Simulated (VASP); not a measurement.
# AlFe, self-consistent run: which settings are enough?

AlFe, Pm-3m (no. 221), 2 atoms in the cell. PBEsol; PAW potentials Fe, Al (PBE set). VASP 6.6.1.

Wanted: energy within 0.2 meV/atom; Fermi level within 0.005 eV.

What the run is for: comparing ways to start; Accuracy asked: tight.

POSCAR:
```
AlFe
1.0
    2.9100000000      0.0000000000      0.0000000000
    0.0000000000      2.9100000000      0.0000000000
    0.0000000000      0.0000000000      2.9100000000
Fe Al
1 1
Direct
    0.5000000000      0.5000000000      0.5000000000
    0.0000000000      0.0000000000      0.0000000000
```

## How the run starts (with a second run first, the time holds both)

| How the run starts (with a second run first, the time holds both) | Energy less reference (meV/atom) | Fermi level (eV) | Time (s) |
|---|---|---|---|
| from scratch: 14 SCF iterations | 0.00 | 7.5299 | 12 |
| orbitals of a nearby geometry (ISTART 1): 14 + 12 SCF iterations | 0.00 | 7.5300 | 34 |
| orbitals and density of a nearby geometry: 14 + 14 SCF iterations | 0.00 | 7.5299 | 32 |
| density of a nearby geometry (ICHARG 1): 14 + 16 SCF iterations | 0.00 | 7.5299 | 32 |
| orbitals in the old basis (ISTART 2), symmetry off: 14 + 9 SCF iterations | -0.32 | 7.5302 | 165 |

Chosen: from scratch: 14 SCF iterations; no other choice that stays within half of the tolerance saves 30 % of the time.

The chosen settings are those of the reference run.

## The input

INCAR:
```
SYSTEM = AlFe
ALGO = Normal ; EDIFF = 1E-6
ENCUT = 400 ; GGA = PS
GGA_COMPAT = .False. ; ISIF = 2
ISMEAR = 1 ; ISPIN = 2
LASPH = .True. ; LCHARG = .False.
LMAXMIX = 4 ; LORBIT = 11
LREAL = .False. ; LWAVE = .False.
MAGMOM = 3 0 ; NELM = 200
PREC = Accurate ; SIGMA = 0.1
```

KPOINTS:
```
k-points
0
Gamma
  11 11 11
```

Commands:
```
cat potpaw_PBE.64/Fe/POTCAR potpaw_PBE.64/Al/POTCAR > POTCAR
mpirun -np 1 vasp_std > vasp.out
```

The chosen input took VASP 6.6.1 12 s on 1 core (AMD EPYC 9R45 (Zen 5)), a shared host.

## An input that fails: restart asked without its files

VASP's message: ERROR: charge density could not be read from file CHGCAR for ICHARG>10.

Changes against the starting input:
```
- NELM = 200
+ NELM = 60
+ ICHARG = 11
```
